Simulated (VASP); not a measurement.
# Al2Cu (P4/mmm) in VASP: notebook

Runs on Al2Cu. Level: PBEsol. Tasks: single point.

Program: VASP 6.6.1. These are calculated values, not measurements. Logs are shortened: lines on timing, memory, paths and dates and some standing lists are left out, and cuts for length are marked.

## (1) The cell of the first run

Symmetry: P4/mmm, No. 123, tetragonal system. The conventional cell has a = 4.299 Å, b = 4.299 Å, c = 2.854 Å, α = 90.00°, β = 90.00°, γ = 90.00°. Al (site symmetry mmm) has 4 Cu at 2.58 Å and 2 Al at 2.85 Å as nearest neighbours. Cu (site symmetry 4/mmm) has 8 Al at 2.58 Å and 2 Cu at 2.85 Å as nearest neighbours.

The cell comes from a database or a generator and needn't be the stable form of this composition.

## (2) Single point, PBEsol (strained and moved within a subgroup)

Contents of INCAR:

```
SYSTEM = Al2Cu
PREC = Accurate
ENCUT = 520
EDIFF = 1E-7
ISMEAR = 0
SIGMA = 0.1
LREAL = .False.
LASPH = .True.
NELM = 100
ALGO = Fast
ISIF = 2
LWAVE = .False.
LCHARG = .True.
GGA = PS
LELF = .True.
LVHAR = .True.
NBANDS = 16
```

Contents of KPOINTS:

```
Automatic mesh
0
Gamma
  10 10 14
  0 0 0
```

Contents of POSCAR:

```
Al2Cu
1.0
    4.2989055386      0.0000000000      0.0000000000
    0.0000000000      4.2989055386      0.0000000000
    0.0000000000      0.0000000000      2.8542752805
Al Cu
2 1
Direct
    0.5000000000      0.0000000000      0.5000000000
    0.0000000000      0.5000000000      0.5000000000
    0.0000000000      0.0000000000      0.0000000000
```

Potentials or basis: VASP PAW PBE potentials, release 64 (Al, Cu).

Command:

```bash
> cat potpaw_PBE.64/Al/POTCAR potpaw_PBE.64/Cu/POTCAR > POTCAR
> mpirun -np 1 vasp_std > vasp.out
```

OUTCAR:

```text
SYSTEM = Al2Cu
   PREC = Accurate
   ENCUT = 520
   EDIFF = 1E-7
   ISMEAR = 0
   LREAL = .False.
   LASPH = .True.
   NELM = 100
   ISIF = 2
   GGA = PS

 ion  position               nearest neighbor table
   1  0.500  0.000  0.500-   3 2.58   3 2.58   3 2.58   3 2.58   2 3.04   2 3.04   2 3.04   2 3.04

   2  0.000  0.500  0.500-   3 2.58   3 2.58   3 2.58   3 2.58   1 3.04   1 3.04   1 3.04   1 3.04

   3  0.000  0.000  0.000-   1 2.58   2 2.58   1 2.58   2 2.58   2 2.58   2 2.58   1 2.58   1 2.58

  LATTYP: Found a simple tetragonal cell.
 ALAT       =     4.2989055386
 C/A-ratio  =     0.6639539424

  Lattice vectors:

 A1 = (   4.2989055386,   0.0000000000,   0.0000000000)
 A2 = (   0.0000000000,   4.2989055386,   0.0000000000)
 A3 = (   0.0000000000,   0.0000000000,   2.8542752805)

Analysis of symmetry for initial positions (statically):
=====================================================================
 Subroutine PRICEL returns:
 Original cell was already a primitive cell.

 Routine SETGRP: Setting up the symmetry group for a
 simple tetragonal supercell.

 Subroutine GETGRP returns: Found 16 space group operations
 (whereof 16 operations were pure point group operations)
 out of a pool of 16 trial point group operations.

The static configuration has the point symmetry D_4h.

Analysis of symmetry for dynamics (positions and initial velocities):
=====================================================================
 Subroutine PRICEL returns:
 Original cell was already a primitive cell.

 Routine SETGRP: Setting up the symmetry group for a
 simple tetragonal supercell.

 Subroutine GETGRP returns: Found 16 space group operations
 (whereof 16 operations were pure point group operations)
 out of a pool of 16 trial point group operations.

The dynamic configuration has the point symmetry D_4h.

 Subroutine INISYM returns: Found 16 space group operations
 (whereof 16 operations are pure point group operations),
 and found     1 'primitive' translations

----------------------------------------------------------------------------------------

                                     Primitive cell

  volume of cell :      52.7487

[... 83 lines left out ...]
   ICHARG =      2    charge: 1-file 2-atom 10-const
   ISPIN  =      1    spin polarized calculation?
   LNONCOLLINEAR =      F non collinear calculations
   LSORBIT =      F    spin-orbit coupling
   LASPH  =      T    aspherical Exc in radial PAW
   ENCUT  =  520.0 eV  38.22 Ry    6.18 a.u.   7.99  7.99  5.31*2*pi/ulx,y,z
   NELM   =    100;   NELMIN=  2; NELMDL= -5     # of ELM steps
   EDIFF  = 0.1E-06   stopping-criterion for ELM
   LREAL  =      F    real-space projection
   EDIFFG = 0.1E-05   stopping-criterion for IOM
   NSW    =      0    number of steps for IOM
   IBRION =     -1    ionic relax: 0-MD 1-quasi-New 2-CG
   NFREE  =      0    steps in history (QN), initial steepest desc. (CG)
   ISIF   =      2    stress and relaxation
   ISYM   =      2    0-nonsym 1-usesym 2-fastsym
   POTIM  = 0.5000    time-step for ionic-motion
   TEBEG  =    0.0;   TEEND  =   0.0 temperature during run
   PSTRESS=    0.0 pullay stress
   NELECT =      17.0000    total number of electrons
   NUPDOWN=      -1.0000    fix difference up-down
   EMIN   =  10.00;   EMAX   =-10.00  energy-range for DOS
   EFERMI =   0.00;   METHOD = LEGACY
   ISMEAR =     0;   SIGMA  =   0.10  broadening in eV -4-tet -1-fermi 0-gaus
   EFERMI_NEDOS =   21; number of points for ismear=-14 and -15
   IALGO  =     68    algorithm
   IMIX   =      4    mixing-type and parameters
     AMIX     =   0.40;   BMIX     =  1.00
     AMIX_MAG =   1.60;   BMIX_MAG =  1.00
  volume/ion in A,a.u.               =      17.58       118.66
  Fermi-wavevector in a.u.,A,eV,Ry     =   1.122416  2.121059 17.140866  1.259818
  Thomas-Fermi vector in A             =   2.259076
   LORBIT       =      0    0 simple, 1 ext, 2 COOP (PROOUT), +10 PAW based schemes
   GGA     = PS    functional components
   LHFCALC =     F    Hartree Fock is set to
   AEXX    =    0.0000 exact exchange contribution
   IVDW    =     0    specifies the selected vdW correction
   LEPSILON=     F    determine dielectric tensor
   LRPA    =     F    only Hartree local field effects (RPA)
 non-spin polarized calculation
 RMM-DIIS sequential band-by-band and
 Gauss-broadening in eV      SIGMA  =   0.10
  energy-cutoff  :      520.00
  volume of cell :       52.75
 maximum number of plane-waves:      1448
 NGX is ok and might be reduce to    32
   NGX = 15   NGY = 15   NGZ = 11

 number of electron      17.0000005 magnetization

 Free energy of the ion-electron system (eV)
  ---------------------------------------------------
  ext. energy  EPLUGINS =         0.00000000
  ---------------------------------------------------
  free energy    TOTEN  =       -12.42452478 eV

  energy without entropy =      -12.41941095  energy(sigma->0) =      -12.42196787

 E-fermi :   6.3100     XC(G=0): -10.1583

 val. band max:        6.3098162165   @ k =   0.2000   0.0000   0.0714
 cond. band min:       6.3359434653   @ k =   0.5000   0.1000   0.0000
 fundamental gap:      0.0261272488
 Fermi energy:         6.3100097987

 k-point     1 :       0.0000    0.0000    0.0000
  band No.  band energies     occupation
      1      -3.7420      2.00000
      2       1.0426      2.00000
      3       1.7126      2.00000
      4       2.3106      2.00000
      5       2.5911      2.00000
      6       2.5911      2.00000
[... 433 lines left out ...]
      3       1.6775      2.00000
      4       2.2411      2.00000
      5       2.3977      2.00000
      6       2.5021      2.00000
[... 8 lines left out ...]
     15      15.8336      0.00000
     16      16.4848      0.00000

 [... further k-points ...]
[... 5 lines left out ...]
  --------------------------------------------------------------------------------------
  -------------------------------------------------------------------------------------
  Total       -2.7593444     -2.7593444     -2.1752233      0.0000000      0.0000000      0.0000000
  in kB      -83.8117362    -83.8117362    -66.0697648      0.0000000      0.0000000      0.0000000
  external PRESSURE =     -77.8977457 kB  Pullay stress =       0.0000000 kB

 VOLUME and BASIS-vectors are now :
 -----------------------------------------------------------------------------
  energy-cutoff  :      520.00
  volume of cell :       52.75
      direct lattice vectors                 reciprocal lattice vectors
     4.298905539  0.000000000  0.000000000     0.232617347  0.000000000  0.000000000
     0.000000000  4.298905539  0.000000000     0.000000000  0.232617347  0.000000000
     0.000000000  0.000000000  2.854275281     0.000000000  0.000000000  0.350351631

 POSITION                                       TOTAL-FORCE (eV/Angst)
 -----------------------------------------------------------------------------------
      2.14945      0.00000      1.42714         0.000000      0.000000      0.000000
      0.00000      2.14945      1.42714         0.000000      0.000000      0.000000
      0.00000      0.00000      0.00000         0.000000      0.000000      0.000000
 -----------------------------------------------------------------------------------
    total drift:                               -0.000000     -0.000000      0.000000

  FREE ENERGIE OF THE ION-ELECTRON SYSTEM (eV)
  ---------------------------------------------------
  free  energy   TOTEN  =       -12.4245247833 eV

  energy  without entropy=      -12.4194109486  energy(sigma->0) =      -12.42196787
```

stdout:

```text
POSCAR found type information on POSCAR AlCu
 POSCAR found :  2 types and       3 ions
 scaLAPACK will be used
 -----------------------------------------------------------------------------
|                                                                             |
|                                                                             |
|     You enforced a specific xc type in the INCAR file but a different       |
|     I HOPE YOU KNOW WHAT YOU ARE DOING!                                     |
|                                                                             |
 -----------------------------------------------------------------------------

 LDA part: xc-table for (Slater+PW92), standard interpolation
 POSCAR, INCAR and KPOINTS ok, starting setup
 FFT: planning ... GRIDC
 FFT: planning ... GRID_SOFT
 FFT: planning ... GRID
 WAVECAR not read
 entering main loop
```

Wall time 63 s (1 thread of Intel Xeon 6975P-C (Granite Rapids), shared host); peak memory 0.25 GiB.

Results:

| Property | Result |
| --- | --- |
| Free energy | -12.4245 eV |
| Pressure | -7.8 GPa |
| Band gap on the k mesh | none (metal or under the smearing width) |

Caveat: the PAW data sets were made with another functional, which shifts forces and pressure a little.

## (3) Single point, PBEsol (one atom moved)

Contents of INCAR:

```
SYSTEM = Al2Cu
ALGO     = Fast           ! electronic algorithm
EDIFF    = 1E-6           ! SCF threshold, eV
ENCUT    = 520            ! plane-wave cutoff, eV
GGA      = PS             ! functional
ISIF     = 2              ! what is computed and relaxed
ISMEAR   = 0              ! smearing method
LASPH    = .True.         ! aspherical terms in the spheres
LCHARG   = .True.         ! write CHGCAR
LELF     = .True.         ! ELF
LREAL    = .False.        ! projectors in reciprocal space
LVHAR    = .True.       
LWAVE    = .False.        ! write WAVECAR
NBANDS   = 16             ! bands
NELM     = 100            ! most SCF steps
PREC     = Accurate       ! precision mode
SIGMA    = 0.1            ! smearing width, eV
```

Contents of KPOINTS:

```
k-points
0
Gamma
  10 10 12
  0 0 0
```

Contents of POSCAR:

```
Al2Cu
1.0
    4.1051820000      0.0000000000      0.0000000000
    0.0000000000      4.1051820000      0.0000000000
    0.0000000000      0.0000000000      2.8913130000
Al Cu
2 1
Direct
    0.5000000000      0.0000000000      0.5000000000
    0.0000000000      0.5000000000      0.5000000000
    0.0024456894      0.0019219611     -0.0149240155
```

Potentials or basis: VASP PAW PBE potentials, release 64 (Al, Cu).

Command:

```bash
> cat potpaw_PBE.64/Al/POTCAR potpaw_PBE.64/Cu/POTCAR > POTCAR
> mpirun -np 1 vasp_std > vasp.out
```

OUTCAR:

```text
SYSTEM = Al2Cu
   EDIFF = 1E-6
   ENCUT = 520
   GGA = PS
   ISIF = 2
   ISMEAR = 0
   LASPH = .True.
   LREAL = .False.
   NELM = 100
   PREC = Accurate

 ion  position               nearest neighbor table
   1  0.500  0.000  0.500-   3 2.48   3 2.49   3 2.53   3 2.54   2 2.90   2 2.90   2 2.90   2 2.90

   2  0.000  0.500  0.500-   3 2.48   3 2.49   3 2.53   3 2.54   1 2.90   1 2.90   1 2.90   1 2.90

   3  0.002  0.002  0.985-   1 2.48   2 2.48   2 2.49   1 2.49   1 2.53   2 2.53   2 2.54   1 2.54

  LATTYP: Found a simple tetragonal cell.
 ALAT       =     4.1051820000
 C/A-ratio  =     0.7043081159

  Lattice vectors:

 A1 = (   4.1051820000,   0.0000000000,   0.0000000000)
 A2 = (   0.0000000000,   4.1051820000,   0.0000000000)
 A3 = (   0.0000000000,   0.0000000000,   2.8913130000)

Analysis of symmetry for initial positions (statically):
=====================================================================
 Subroutine PRICEL returns:
 Original cell was already a primitive cell.

[... 172 lines left out ...]

 E-fermi :   7.0956     XC(G=0): -10.4864

 val. band max:        7.0910072004   @ k =  -0.1000   0.2000   0.5000
 cond. band min:       7.1155811957   @ k =   0.2000   0.0000   0.5000
 fundamental gap:      0.0245739952
 Fermi energy:         7.0956230066

 k-point     1 :       0.0000    0.0000    0.0000
  band No.  band energies     occupation
      1      -3.4634      2.00000
      2       1.6616      2.00000
      3       2.1721      2.00000
      4       2.8300      2.00000
      5       3.0137      2.00000
      6       3.0139      2.00000
[... 433 lines left out ...]
      3       2.0734      2.00000
      4       2.5944      2.00000
      5       2.7909      2.00000
      6       2.9867      2.00000
[... 8 lines left out ...]
     15      16.6822      0.00000
     16      18.6006      0.00000

 [... further k-points ...]

------------------------ aborting loop because EDIFF is reached ----------------------------------------

  FORCE on cell =-STRESS in cart. coord.  units (eV):
  Direction    XX          YY          ZZ          XY          YZ          ZX
  --------------------------------------------------------------------------------------
  -------------------------------------------------------------------------------------
  Total       -0.4753046     -0.4760725     -1.0892949     -0.0005994     -0.0076871     -0.0097687
  in kB      -15.6286936    -15.6539423    -35.8175695     -0.0197075     -0.2527624     -0.3212072
  external PRESSURE =     -22.3667352 kB  Pullay stress =       0.0000000 kB

 VOLUME and BASIS-vectors are now :
 -----------------------------------------------------------------------------
  energy-cutoff  :      520.00
  volume of cell :       48.73
      direct lattice vectors                 reciprocal lattice vectors
     4.105182000  0.000000000  0.000000000     0.243594559  0.000000000  0.000000000
     0.000000000  4.105182000  0.000000000     0.000000000  0.243594559  0.000000000
     0.000000000  0.000000000  2.891313000     0.000000000  0.000000000  0.345863627

 POSITION                                       TOTAL-FORCE (eV/Angst)
 -----------------------------------------------------------------------------------
      2.05259      0.00000      1.44566         0.064934     -0.001549     -0.118458
      0.00000      2.05259      1.44566        -0.001972      0.051028     -0.118413
      0.01004      0.00789      2.84816        -0.062961     -0.049479      0.236871
 -----------------------------------------------------------------------------------
    total drift:                                0.000925      0.000717      0.000241

  FREE ENERGIE OF THE ION-ELECTRON SYSTEM (eV)
  ---------------------------------------------------
  free  energy   TOTEN  =       -12.5616988524 eV

  energy  without entropy=      -12.5587268718  energy(sigma->0) =      -12.56021286
```

OSZICAR:

```text
N       E                     dE             d eps       ncg     rms          rms(c)
DAV:   1     0.612587325539E+02    0.61259E+02   -0.68617E+03 19376   0.110E+03
DAV:   2    -0.121628705530E+02   -0.73422E+02   -0.65055E+02 20576   0.201E+02
DAV:   3    -0.148248351104E+02   -0.26620E+01   -0.25922E+01 26048   0.433E+01
DAV:   4    -0.148839430892E+02   -0.59108E-01   -0.59087E-01 23064   0.549E+00
DAV:   5    -0.148869454584E+02   -0.30024E-02   -0.30023E-02 30520   0.139E+00    0.143E+01
RMM:   6    -0.166769993915E+02   -0.17901E+01   -0.35946E+01 24306   0.920E+01    0.122E+01
RMM:   7    -0.126495263010E+02    0.40275E+01   -0.99750E+00 21888   0.517E+01    0.149E+00
RMM:   8    -0.125712899551E+02    0.78236E-01   -0.89398E-01 20847   0.148E+01    0.139E+00
RMM:   9    -0.125608822449E+02    0.10408E-01   -0.10922E-01 23076   0.434E+00    0.439E-01
RMM:  10    -0.125637681132E+02   -0.28859E-02   -0.46072E-02 24792   0.281E+00    0.471E-01
RMM:  11    -0.125612751576E+02    0.24930E-02   -0.13121E-02 24940   0.152E+00    0.590E-02
RMM:  12    -0.125617065053E+02   -0.43135E-03   -0.39875E-03 27993   0.528E-01    0.792E-02
RMM:  13    -0.125620867222E+02   -0.38022E-03   -0.18753E-03 24097   0.586E-01    0.142E-01
RMM:  14    -0.125616779453E+02    0.40878E-03   -0.67390E-04 23186   0.380E-01    0.212E-02
RMM:  15    -0.125616981543E+02   -0.20209E-04   -0.21091E-04 28519   0.969E-02    0.240E-02
RMM:  16    -0.125617050721E+02   -0.69178E-05   -0.29327E-05 26798   0.534E-02    0.381E-02
RMM:  17    -0.125616986738E+02    0.63983E-05   -0.20323E-05 24209   0.728E-02    0.169E-02
RMM:  18    -0.125616988524E+02   -0.17855E-06   -0.38106E-06 18535   0.165E-02
   1 F= -.12561699E+02 E0= -.12560213E+02  d E =-.297198E-02
```

stdout:

```text
POSCAR found type information on POSCAR AlCu
 POSCAR found :  2 types and       3 ions
 scaLAPACK will be used
 -----------------------------------------------------------------------------
|                                                                             |
|                                                                             |
|     You enforced a specific xc type in the INCAR file but a different       |
|     I HOPE YOU KNOW WHAT YOU ARE DOING!                                     |
|                                                                             |
 -----------------------------------------------------------------------------

 LDA part: xc-table for (Slater+PW92), standard interpolation
 POSCAR, INCAR and KPOINTS ok, starting setup
 FFT: planning ... GRIDC
 FFT: planning ... GRID_SOFT
 FFT: planning ... GRID
 WAVECAR not read
 entering main loop
```

Wall time 3.2 min (1 thread of Intel Xeon 6975P-C (Granite Rapids), shared host); peak memory 0.53 GiB.

What came out:

```yaml
Free_energy: -12.5617 eV
Pressure: -2.2 GPa
Largest_force: 0.250 eV/Å
Band_gap_on_the_k_mesh: none (metal or under the smearing width)
```

Forces on the atoms (eV/Å):
```
Al   0.065 -0.002 -0.118
Al  -0.002  0.051 -0.118
Cu  -0.063 -0.049  0.237
```

Stress tensor (GPa, compression positive):
```
-1.56  0.00 -0.03
 0.00 -1.57 -0.03
-0.03 -0.03 -3.58
```

Levels at points of the mesh, in eV from the Fermi level:
```tsv
k point	band 6	band 7	band 8	band 9	band 10	band 11	band 12	band 13
(0.00, 0.00, 0.00)	-4.08	-2.40	-2.40	-0.12	0.84	5.91	6.12	6.12
(0.50, 0.00, 0.00)	-4.11	-4.08	-1.09	1.53	1.70	1.88	7.30	8.32
(0.00, 0.50, 0.00)	-4.11	-4.08	-1.09	1.53	1.70	1.88	7.30	8.32
(0.50, 0.50, 0.00)	-4.22	-4.11	-4.11	-2.46	8.50	8.50	9.23	9.83
(0.00, 0.00, 0.50)	-4.09	-3.04	2.45	2.45	2.48	2.75	2.75	3.08
(0.50, 0.00, 0.50)	-4.15	-3.09	-2.52	-1.74	3.62	3.91	4.35	4.90
(0.00, 0.50, 0.50)	-4.15	-3.09	-2.52	-1.74	3.62	3.91	4.35	4.90
(0.50, 0.50, 0.50)	-3.51	-2.29	-2.29	-0.93	-0.93	-0.12	-0.12	2.34
```

Caveat: the PAW data sets were made with another functional, which shifts forces and pressure a little.
